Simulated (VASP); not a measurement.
# NiO2 (P-3m1) in VASP: notebook

One crystal, NiO2, is run at these levels: PBEsol; tasks: single point, relaxation of cell and atoms.

Program: VASP 6.6.1. These are calculated values, not measurements. Logs are shortened: lines on timing, memory, paths and dates and some standing lists are left out, and cuts for length are marked.

## (1) Starting point

The structure is trigonal, space group P-3m1 (No. 164). The conventional cell has a = 2.784 Å, b = 2.784 Å, c = 4.973 Å, α = 90.00°, β = 90.00°, γ = 120.00°. Around Ni (site symmetry -3m) lie 6 O at 1.86 Å. Around O (site symmetry 3m) lie 3 Ni at 1.86 Å.

The cell comes from a database or a generator and needn't be the stable form of this composition.

## (2) Single point, PBEsol

INCAR reads:

```
ALGO = Normal
EDIFF = 1E-6
ENCUT = 520
GGA = PS
ISIF = 2
ISMEAR = 0
LASPH = T
LCHARG = T
LELF = T
LREAL = F
LVHAR = T
LWAVE = F
NBANDS = 18
NELM = 100
PREC = Accurate
SIGMA = 0.05
```

KPOINTS reads:

```
k-points
0
Gamma
  12 12 6
```

POSCAR reads:

```
NiO2
1.0
    2.7839850047      0.0000000000      0.0000000000
   -1.3919925024      2.4110017378      0.0000000000
    0.0000000000      0.0000000000      4.9726140668
Ni O
1 2
Direct
    0.0000000000      0.0000000000      0.5000000000
    0.6666666667      0.3333333333      0.6876599244
    0.3333333333      0.6666666667      0.3123400756
```

Potentials or basis: VASP PAW PBE potentials, release 64 (Ni, O).

Launch:

```bash
$ cat potpaw_PBE.64/Ni/POTCAR potpaw_PBE.64/O/POTCAR > POTCAR
$ mpirun -np 1 vasp_std > vasp.out
```

OUTCAR:

```text
EDIFF = 1E-6
   ENCUT = 520
   GGA = PS
   ISIF = 2
   ISMEAR = 0
   LASPH = T
   LREAL = F
   NELM = 100
   PREC = Accurate

 ion  position               nearest neighbor table
   1  0.000  0.000  0.500-   2 1.86   3 1.86   2 1.86   3 1.86   2 1.86   3 1.86
   2  0.667  0.333  0.688-   1 1.86   1 1.86   1 1.86
   3  0.333  0.667  0.312-   1 1.86   1 1.86   1 1.86

  LATTYP: Found a hexagonal cell.
 ALAT       =     2.7839850047
 C/A-ratio  =     1.7861497308

  Lattice vectors:

 A1 = (   2.7839850047,   0.0000000000,   0.0000000000)
 A2 = (  -1.3919925024,   2.4110017378,   0.0000000000)
 A3 = (   0.0000000000,   0.0000000000,   4.9726140668)

Analysis of symmetry for initial positions (statically):
=====================================================================
 Subroutine PRICEL returns:
 Original cell was already a primitive cell.

 Routine SETGRP: Setting up the symmetry group for a
 hexagonal supercell.

 Subroutine GETGRP returns: Found 12 space group operations
 (whereof 12 operations were pure point group operations)
 out of a pool of 24 trial point group operations.

The static configuration has the point symmetry D_3d.

Analysis of symmetry for dynamics (positions and initial velocities):
=====================================================================
 Subroutine PRICEL returns:
 Original cell was already a primitive cell.

 Routine SETGRP: Setting up the symmetry group for a
 hexagonal supercell.

 Subroutine GETGRP returns: Found 12 space group operations
 (whereof 12 operations were pure point group operations)
 out of a pool of 24 trial point group operations.

The dynamic configuration has the point symmetry D_3d.

 Subroutine INISYM returns: Found 12 space group operations
 (whereof 12 operations are pure point group operations),
 and found     1 'primitive' translations

----------------------------------------------------------------------------------------

                                     Primitive cell

  volume of cell :      33.3771

  direct lattice vectors                    reciprocal lattice vectors
     2.783985005  0.000000000  0.000000000     0.359197337  0.207382679  0.000000000
    -1.391992502  2.411001738  0.000000000     0.000000000  0.414765358  0.000000000
     0.000000000  0.000000000  4.972614067     0.000000000  0.000000000  0.201101470

  length of vectors
     2.783985005  2.783985005  4.972614067     0.414765358  0.414765358  0.201101470

  position of ions in fractional coordinates (direct lattice)
     0.000000000  0.000000000  0.500000000
     0.666666667  0.333333333  0.687659924
     0.333333333  0.666666667  0.312340076

  ion indices of the primitive-cell ions
   primitive index   ion index
                 1           1
                 2           2
                 3           3

----------------------------------------------------------------------------------------

 KPOINTS: k-points

Automatic generation of k-mesh.
 Grid dimensions read from file:
 generate k-points for:   12   12    6

 Generating k-lattice:

  Cartesian coordinates                     Fractional coordinates (reciprocal lattice)
     0.029933111  0.017281890  0.000000000     0.083333333  0.000000000  0.000000000
     0.000000000  0.034563780  0.000000000     0.000000000  0.083333333  0.000000000
     0.000000000  0.000000000  0.033516912     0.000000000  0.000000000  0.166666667

  Length of vectors
     0.034563780  0.034563780  0.033516912

  Shift w.r.t. Gamma in fractional coordinates (k-lattice)
     0.000000000  0.000000000  0.000000000

 Subroutine IBZKPT returns following result:
 ===========================================

 Found    100 irreducible k-points:

 Following reciprocal coordinates:
            Coordinates               Weight
  0.000000  0.000000  0.000000      1.000000
  0.083333  0.000000  0.000000      6.000000
  0.166667  0.000000  0.000000      6.000000
  0.250000  0.000000  0.000000      6.000000
  0.333333  0.000000  0.000000      6.000000
  0.416667  0.000000  0.000000      6.000000
[... 16 lines left out ...]
  0.166667  0.000000  0.166667      6.000000
  0.000000  0.166667  0.166667      6.000000
 [... further k-points ...]
   k-points           NKPTS =    100   k-points in BZ     NKDIM =    100   number of bands    NBANDS=     18
   number of dos      NEDOS =    301   number of ions     NIONS =      3
   total plane-waves  NPLWV =  23040
   dimension x,y,z NGX =    24 NGY =   24 NGZ =   40
   dimension x,y,z NGXF=    48 NGYF=   48 NGZF=   80
   ions per type =               1   2
   NGX,Y,Z   is equivalent  to a cutoff of  14.33, 14.33, 13.37 a.u.
   NGXF,Y,Z  is equivalent  to a cutoff of  28.66, 28.66, 26.75 a.u.
 SYSTEM =  unknown system
   PREC   = accura    normal or accurate (medium, high low for compatibility)
   ISTART =      0    job   : 0-new  1-cont  2-samecut
   ICHARG =      2    charge: 1-file 2-atom 10-const
   ISPIN  =      1    spin polarized calculation?
   LNONCOLLINEAR =      F non collinear calculations
   LSORBIT =      F    spin-orbit coupling
   LASPH  =      T    aspherical Exc in radial PAW
   ENCUT  =  520.0 eV  38.22 Ry    6.18 a.u.   5.18  5.18  9.25*2*pi/ulx,y,z
   NELM   =    100;   NELMIN=  2; NELMDL= -5     # of ELM steps
   EDIFF  = 0.1E-05   stopping-criterion for ELM
   LREAL  =      F    real-space projection
   EDIFFG = 0.1E-04   stopping-criterion for IOM
   NSW    =      0    number of steps for IOM
   IBRION =     -1    ionic relax: 0-MD 1-quasi-New 2-CG
   NFREE  =      0    steps in history (QN), initial steepest desc. (CG)
   ISIF   =      2    stress and relaxation
   ISYM   =      2    0-nonsym 1-usesym 2-fastsym
   POTIM  = 0.5000    time-step for ionic-motion
   TEBEG  =    0.0;   TEEND  =   0.0 temperature during run
   PSTRESS=    0.0 pullay stress
   NELECT =      22.0000    total number of electrons
   NUPDOWN=      -1.0000    fix difference up-down
   EMIN   =  10.00;   EMAX   =-10.00  energy-range for DOS
   EFERMI =   0.00;   METHOD = LEGACY
   ISMEAR =     0;   SIGMA  =   0.05  broadening in eV -4-tet -1-fermi 0-gaus
   EFERMI_NEDOS =   21; number of points for ismear=-14 and -15
   IALGO  =     38    algorithm
   IMIX   =      4    mixing-type and parameters
     AMIX     =   0.40;   BMIX     =  1.00
     AMIX_MAG =   1.60;   BMIX_MAG =  1.00
  volume/ion in A,a.u.               =      11.13        75.08
  Fermi-wavevector in a.u.,A,eV,Ry     =   1.424730  2.692350 27.617874  2.029856
  Thomas-Fermi vector in A             =   2.545190
   LORBIT       =      0    0 simple, 1 ext, 2 COOP (PROOUT), +10 PAW based schemes
   GGA     = PS    functional components
   LHFCALC =     F    Hartree Fock is set to
   AEXX    =    0.0000 exact exchange contribution
   IVDW    =     0    specifies the selected vdW correction
   LEPSILON=     F    determine dielectric tensor
   LRPA    =     F    only Hartree local field effects (RPA)
 non-spin polarized calculation
 Gauss-broadening in eV      SIGMA  =   0.05
  energy-cutoff  :      520.00
  volume of cell :       33.38
 maximum number of plane-waves:       912
 NGX is ok and might be reduce to    24
   NGX = 11   NGY = 11   NGZ = 19

 number of electron      21.9999996 magnetization

 Free energy of the ion-electron system (eV)
  ---------------------------------------------------
  ext. energy  EPLUGINS =         0.00000000
  ---------------------------------------------------
  free energy    TOTEN  =       -18.76030840 eV

  energy without entropy =      -18.76030840  energy(sigma->0) =      -18.76030840

 E-fermi :   2.2207     XC(G=0): -10.4552

 val. band max:        1.9387130214   @ k =   0.0833   0.0833   0.5000
 cond. band min:       2.9840885707   @ k =   0.2500   0.0000   0.3333
 fundamental gap:      1.0453755493
 Fermi energy:         2.2206501924

 k-point     1 :       0.0000    0.0000    0.0000
  band No.  band energies     occupation
      1     -17.7316      2.00000
      2     -15.2011      2.00000
      3      -3.7581      2.00000
      4      -3.7047      2.00000
      5      -3.7047      2.00000
      6      -0.2125      2.00000
[... 10 lines left out ...]
     17      21.8429      0.00000
     18      21.8429      0.00000

 k-point     2 :       0.0833    0.0000    0.0000
  band No.  band energies     occupation
      1     -17.6364      2.00000
      2     -15.2071      2.00000
      3      -3.7482      2.00000
      4      -3.6549      2.00000
      5      -3.6458      2.00000
      6      -0.5070      2.00000
[... 10 lines left out ...]
     17      21.0428      0.00000
     18      22.0593      0.00000

 k-point     3 :       0.1667    0.0000    0.0000
  band No.  band energies     occupation
      1     -17.3651      2.00000
      2     -15.2279      2.00000
      3      -3.8324      2.00000
      4      -3.4836      2.00000
      5      -3.3644      2.00000
      6      -1.3071      2.00000
[... 10 lines left out ...]
     17      19.5661      0.00000
     18      21.8743      0.00000

 k-point     4 :       0.2500    0.0000    0.0000
  band No.  band energies     occupation
      1     -16.9595      2.00000
      2     -15.2699      2.00000
      3      -3.9002      2.00000
      4      -3.2669      2.00000
      5      -2.9986      2.00000
      6      -2.1908      2.00000
[... 375 lines left out ...]
      4      -3.6442      2.00000
      5      -3.5616      2.00000
      6      -0.5100      2.00000
[... 10 lines left out ...]
     17      21.0702      0.00000
     18      22.0558      0.00000

 k-point    23 :       0.1667    0.0000    0.1667
  band No.  band energies     occupation
      1     -17.3559      2.00000
      2     -15.2434      2.00000
      3      -3.8716      2.00000
      4      -3.4853      2.00000
      5      -3.2685      2.00000
      6      -1.3065      2.00000
[... 10 lines left out ...]
     17      19.5735      0.00000
     18      22.0615      0.00000

 k-point    24 :       0.0000    0.1667    0.1667
  band No.  band energies     occupation
      1     -17.3552      2.00000
      2     -15.2447      2.00000
      3      -3.8507      2.00000
      4      -3.4810      2.00000
      5      -3.2861      2.00000
      6      -1.3043      2.00000
[... 10 lines left out ...]
     17      19.6282      0.00000
     18      21.7813      0.00000

 [... further k-points ...]

------------------------ aborting loop because EDIFF is reached ----------------------------------------

  FORCE on cell =-STRESS in cart. coord.  units (eV):
  Direction    XX          YY          ZZ          XY          YZ          ZX
  --------------------------------------------------------------------------------------
  -------------------------------------------------------------------------------------
  Total        0.1845785      0.1845785      0.0882859     -0.0000000      0.0000000      0.0000000
  in kB        8.8601814      8.8601814      4.2379223     -0.0000000      0.0000000      0.0000000
  external PRESSURE =       7.3194283 kB  Pullay stress =       0.0000000 kB

 VOLUME and BASIS-vectors are now :
 -----------------------------------------------------------------------------
  energy-cutoff  :      520.00
  volume of cell :       33.38
      direct lattice vectors                 reciprocal lattice vectors
     2.783985005  0.000000000  0.000000000     0.359197337  0.207382679  0.000000000
    -1.391992502  2.411001738  0.000000000     0.000000000  0.414765358  0.000000000
     0.000000000  0.000000000  4.972614067     0.000000000  0.000000000  0.201101470

 POSITION                                       TOTAL-FORCE (eV/Angst)
 -----------------------------------------------------------------------------------
      0.00000      0.00000      2.48631         0.000000      0.000000      0.000000
      1.39199      0.80367      3.41947        -0.000000      0.000000      0.066392
     -0.00000      1.60733      1.55315         0.000000      0.000000     -0.066392
 -----------------------------------------------------------------------------------
    total drift:                                0.000000      0.000000     -0.000000

  FREE ENERGIE OF THE ION-ELECTRON SYSTEM (eV)
  ---------------------------------------------------
  free  energy   TOTEN  =       -18.7603083952 eV

  energy  without entropy=      -18.7603083952  energy(sigma->0) =      -18.76030840
```

Wall time 37 s (1 thread of AMD EPYC 9R45 (Zen 5), shared host); peak memory 0.16 GiB.

Results:

```yaml
Free_energy: -18.7603 eV
Pressure: 0.7 GPa
Largest_force: 0.066 eV/Å
Band_gap_on_the_k_mesh: 1.05 eV, indirect (least direct gap 1.28 eV)
```

Forces on the atoms (eV/Å):
```
Ni   0.000  0.000  0.000
O    0.000  0.000  0.066
O    0.000  0.000 -0.066
```

Stress tensor (GPa, compression positive):
```
0.89 0.00 0.00
0.00 0.89 0.00
0.00 0.00 0.42
```

Caveat: the PAW data sets were made with another functional, which shifts forces and pressure a little. A hybrid or GW would open this gap; PBEsol tends to underestimate it.

## (3) Single point, PBEsol

INCAR reads:

```
  ALGO = Normal
  EDIFF = 1E-6
  ENCUT = 520
  GGA = PS
  ISIF = 2
  ISMEAR = 0
  LASPH = T
  LCHARG = F
  LREAL = F
  LWAVE = F
  NBANDS = 18
  NELM = 100
  PREC = Accurate
  SIGMA = 0.02
```

KPOINTS is that of step 2.

POSCAR is that of step 2.

Potentials or basis: VASP PAW PBE potentials, release 64 (Ni, O).

Launch:

```bash
$ cat potpaw_PBE.64/Ni/POTCAR potpaw_PBE.64/O/POTCAR > POTCAR
$ mpirun -np 1 vasp_std > vasp.out
```

Wall time 37 s (1 thread of AMD EPYC 9R45 (Zen 5), shared host); peak memory 0.16 GiB.

It converged, with:

```yaml
Free_energy: -18.7603 eV
Pressure: 0.7 GPa
Largest_force: 0.066 eV/Å
Band_gap_on_the_k_mesh: 1.05 eV, indirect (least direct gap 1.28 eV)
```

Forces on the atoms (eV/Å):
```
Ni   0.000  0.000  0.000
O    0.000  0.000  0.066
O    0.000  0.000 -0.066
```

Stress tensor (GPa, compression positive):
```
0.89 0.00 0.00
0.00 0.89 0.00
0.00 0.00 0.42
```

Levels at points of the mesh, in eV from the valence-band top:
```csv
k point,band 8,band 9,band 10,band 11,band 12,band 13,band 14,band 15
"(0.00, 0.00, 0.00)",-1.05,-1.05,-0.99,-0.30,2.32,2.32,7.57,11.09
"(0.50, 0.00, 0.00)",-1.98,-1.76,-1.66,-1.01,1.65,2.23,12.48,13.39
"(0.00, 0.00, 0.50)",-1.79,-1.06,-1.06,-0.08,2.33,2.33,9.47,9.74
"(0.50, 0.00, 0.50)",-1.76,-1.68,-1.66,-1.06,1.64,2.19,11.85,12.88
```

Caveat: the PAW data sets were made with another functional, which shifts forces and pressure a little.

## (4) Relaxation of cell and atoms, PBEsol

This run uses another cell than the first one, of 10.44 Å³/atom, 0.939 times its volume.

INCAR reads:

```
PREC = Accurate
ENCUT = 600
EDIFF = 1E-7
ISMEAR = 0
SIGMA = 0.02
LREAL = False
LASPH = True
NELM = 100
ALGO = Fast
ISIF = 3
LWAVE = False
LCHARG = False
GGA = PS
IBRION = 2
NSW = 100
EDIFFG = -0.005
```

KPOINTS reads:

```
Automatic mesh
0
Gamma
  12 12 6
```

POSCAR reads:

```
NiO2
1.0
    2.7987818650      0.0000000000      0.0000000000
   -1.3993909325      2.4238161948      0.0000000000
    0.0000000000      0.0000000000      4.6182730000
Ni O
1 2
Direct
    0.0000000000      0.0000000000      0.5000000000
    0.6666666700      0.3333333300      0.7060390000
    0.3333333300      0.6666666700      0.2939610000
```

Launch:

```bash
$ cat potpaw_PBE.64/Ni/POTCAR potpaw_PBE.64/O/POTCAR > POTCAR
$ mpirun -np 1 vasp_std > vasp.out
```

Run time: 3.8 min. Hardware: 1 thread of AMD EPYC 9R45 (Zen 5), shared host; peak memory 0.17 GiB.

Results (log left out):

| Property | Result |
| --- | --- |
| Free energy | -18.7628 eV |
| Relaxed volume | 10.29 Å³/atom |
| Relaxed cell | a = 2.788 Å, b = 2.788 Å, c = 4.588 Å, α = 90.00°, β = 90.00°, γ = 120.00° |
| Space group after relaxing (to 0.05 Å) | P-3m1 (No. 164) |
| Energy gained by relaxing | 3.5 meV/atom |
| Ionic steps | 13 |
| Pressure after relaxing | 0.0 GPa |
| Largest force after relaxing | 0.004 eV/Å |
| Band gap on the k mesh | 0.91 eV, indirect (least direct gap 1.14 eV) |

Forces on the atoms (eV/Å):
```
Ni   0.000  0.000  0.000
O    0.000  0.000 -0.004
O    0.000  0.000  0.004
```

Step by step:
```
step  energy change (eV)  largest force (eV/Å)  pressure (GPa)  volume (Å³)
   1              0.0000                0.4140           -4.17        31.33
   2              0.0108                0.5286            7.02        30.11
   3             -0.0103                0.0424            0.24        30.82
   4             -0.0102                0.0503            0.11        30.83
   5             -0.0105                0.0263           -0.09        30.87
   6             -0.0106                0.0139           -0.04        30.89
   7             -0.0106                0.0106           -0.13        30.90
   8             -0.0106                0.0124           -0.12        30.89
   9             -0.0106                0.0145            0.23        30.86
  10             -0.0106                0.0008            0.07        30.88
  11             -0.0106                0.0030            0.05        30.88
  12             -0.0106                0.0050           -0.05        30.89
  13             -0.0106                0.0037            0.02        30.88
```

Final structure:
```yaml
crystal:
  lattice:
    - [2.78805, 0.00000, 0.00000]
    - [-1.39402, 2.41452, 0.00000]
    - [0.00000, 0.00000, 4.58791]
  atoms:
    - { symbol: Ni, position: [0.00000, 0.00000, 0.50000] }
    - { symbol: O, position: [0.66667, 0.33333, 0.70360] }
    - { symbol: O, position: [0.33333, 0.66667, 0.29640] }
```

Levels at points of the mesh, in eV from the valence-band top:
```csv
k point,band 7,band 8,band 9,band 10,band 11,band 12,band 13,band 14,band 15
"(0.00, 0.00, 0.00)",-2.21,-1.11,-1.11,-0.78,-0.42,2.21,2.21,7.73,11.05
"(0.50, 0.00, 0.00)",-2.89,-2.20,-1.82,-1.72,-1.06,1.55,2.16,12.51,13.36
"(0.00, 0.00, 0.50)",-2.21,-2.09,-1.15,-1.15,-0.10,2.25,2.25,9.89,9.93
"(0.50, 0.00, 0.50)",-2.80,-1.82,-1.75,-1.59,-1.15,1.56,2.08,11.72,12.94
```

Caveat: the PAW data sets were made with another functional, which shifts forces and pressure a little.

## (5) Overview

| task | cell | cutoff (eV) | smearing | gap on the mesh (eV) | pressure (GPa) | largest force (eV/Å) |
| --- | --- | --- | --- | --- | --- | --- |
| single point | P-3m1, 11.13 Å³/atom | 520 | gaussian 0.05 eV | 1.05 | 0.7 | 0.07 |
| single point | P-3m1, 11.13 Å³/atom | 520 | gaussian 0.02 eV | 1.05 | 0.7 | 0.07 |
| relaxation of cell and atoms | relaxed | 600 | gaussian 0.02 eV | 0.91 | 0.0 | - |

Alike in all rows: level PBEsol; potentials or basis VASP PAW PBE potentials, release 64 (Ni, O); no spin polarisation; k mesh 12 × 12 × 6.

Caveats: the PAW data sets were made with another functional, which shifts forces and pressure a little.

Total energies depend on the potentials used, so only differences within one code and one set of settings carry meaning.
